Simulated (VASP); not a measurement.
Consider the following.

```xyz
8
Lattice="2.6831 0.0000 0.0000 -1.3415 2.3236 0.0000 0.0000 0.0000 8.7837" Properties=species:S:1:pos:R:3 pbc="T T T"
Be     0.0000     0.0000     0.0000
Be     0.0000     0.0000     4.3919
Be     1.3415     0.7745     6.5894
Be     0.0000     1.5491     2.1975
O      0.0000     0.0000     7.1338
O      0.0000     0.0000     2.7419
O      1.3415     0.7745     4.9478
O      0.0000     1.5491     0.5559
```

These are PBE GGA, VASP's PBE PAW potentials (set 64) (plane waves; VASP) values and carry that method's errors. Run with 400 eV cut-off, 7×7×2 Γ-centred mesh, Gaussian smearing of 0.20 eV, potentials Be O.

At this cut-off the stress carries a Pulay error, which pulls relaxed volumes low.

**Question.** Predict the energy per atom (σ→0), pressure, largest force.

**Answer.** 
```yaml
energy per atom (σ→0): -7.121 eV/atom
pressure: -1.08 GPa
largest_force: 0.231 eV/Å
```

The structure was generated: BeO was put into an ordered model structure, which need not be its known phase. The cell was not relaxed at this level.
